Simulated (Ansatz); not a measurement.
Crystal: Nb.

```
Nb
1.0
    -1.66395    1.66395    1.66395
     1.66395   -1.66395    1.66395
     1.66395    1.66395   -1.66395
Nb
1
Cartesian
  0.0000 0.0000 0.0000
```

| Item | Value |
| --- | --- |
| Program | Ansatz 0.2.0 |
| Task | relaxation of cell and atoms |
| Functional | PBE |
| Dispersion | D4 |
| Potentials or basis | Ansatz PAW |
| Cutoff | 420 eV (not typed: the program's choice for these potentials) |
| k mesh | 11 × 11 × 11 |
| Occupations | fermi-dirac, width 0.05 eV |
| Spin | no spin polarisation |

At the start: volume 18.43 Å³/atom.

Task: Where does the relaxation end?

Result: It ends after 4 steps and the volume is 17.91 Å³/atom (-2.8 %); space group Im-3m (No. 229, to 0.05 Å).

Step by step:
```
step  energy change (eV)  largest force (eV/Å)  volume (Å³)
   1              0.0000                0.0000        18.43
   2             -0.0080                0.0000        17.94
   3             -0.0080                0.0000        17.91
   4             -0.0079                0.0000        17.91
```

Final structure:
```
Nb
1.0
    -1.64815    1.64815    1.64815
     1.64815   -1.64815    1.64815
     1.64815    1.64815   -1.64815
Nb
1
Direct
  0.00000 0.00000 0.00000
```

Caveat: the plane-wave basis is chosen anew once the cell has moved, so the energies of steps on either side of that aren't comparable; pairwise dispersion overbinds metals, which lowers pressure and volume.
